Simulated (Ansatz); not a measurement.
Theory: DFT PBE, scalar-relativistic, plane waves, PAW in Ansatz. All cells share a 420 eV cutoff and Γ-centred k meshes spaced at most about 0.3 Å⁻¹ (about 0.25 or finer for metals, 2π included). No spin polarisation.

All energies are static (0 K, no zero-point motion).

Two relaxed structures of Cd4InO:

A.

```cif
data_structure
_symmetry_space_group_name_H-M 'P6/mmm'
_symmetry_Int_Tables_number 191
_cell_length_a 5.3319
_cell_length_b 5.3319
_cell_length_c 5.4454
_cell_angle_alpha 90.000
_cell_angle_beta 90.000
_cell_angle_gamma 120.000
_cell_volume 134.07
loop_
_atom_site_label
_atom_site_type_symbol
_atom_site_symmetry_multiplicity
_atom_site_Wyckoff_symbol
_atom_site_fract_x
_atom_site_fract_y
_atom_site_fract_z
_atom_site_occupancy
Cd1 Cd 4 h 0.33333 0.66667 0.75531 1
In1 In 1 b 0.00000 0.00000 0.50000 1
O1 O 1 a 0.00000 0.00000 0.00000 1
```

B.

```cif
data_structure
_symmetry_space_group_name_H-M 'F-43m'
_symmetry_Int_Tables_number 216
_cell_length_a 9.0910
_cell_length_b 9.0910
_cell_length_c 9.0910
_cell_angle_alpha 90.000
_cell_angle_beta 90.000
_cell_angle_gamma 90.000
_cell_volume 751.33
loop_
_atom_site_label
_atom_site_type_symbol
_atom_site_symmetry_multiplicity
_atom_site_Wyckoff_symbol
_atom_site_fract_x
_atom_site_fract_y
_atom_site_fract_z
_atom_site_occupancy
Cd1 Cd 16 e 0.13810 0.36190 0.13810 1
In1 In 4 a 0.00000 0.00000 0.00000 1
O1 O 4 b 0.50000 0.00000 0.00000 1
```

**Question.** Which is lower in energy, and by how much?

**Answer.** B is lower, by 209 meV/atom. A has space group P6/mmm (No. 191), 22.3 Å³/atom and no gap on its mesh; B has space group F-43m (No. 216), 31.3 Å³/atom and no gap. Counting Cd or In atoms around O (for each partner element, those within 1.25 times its shortest distance or 1.15 times the sum of covalent radii, where it is the nearest in units of that sum or under 1.3; the shortest distance is added where it is long for a bond), A has O 2 from 2.7 Å and B has O 4. The lower one is the more open, so pressure narrows the difference. In A, Cd has 2 Cd at 2.66–2.78 Å, 3 Cd at 3.08 Å, 3 O at 3.35 Å and 3 In at 3.38 Å; around In lie 2 O at 2.72 Å and 12 Cd at 3.38 Å; O has 2 In at 2.72 Å and 12 Cd at 3.35 Å. In B, around Cd lie 1 O at 2.17 Å, 3 Cd at 2.88 Å, 3 Cd at 3.55 Å and 3 In at 3.74 Å; In is surrounded by 12 Cd at 3.74 Å; O has 4 Cd at 2.17 Å. Both come from invented guesses. The lowest form computed isn't among them: it has space group P4/mmm (No. 123), 21.2 Å³/atom and lies 93 meV/atom below the best shown.

Cells relaxed within their symmetry can be saddle points. Some candidate types were left out of the draw beforehand, so a known form may be missing.
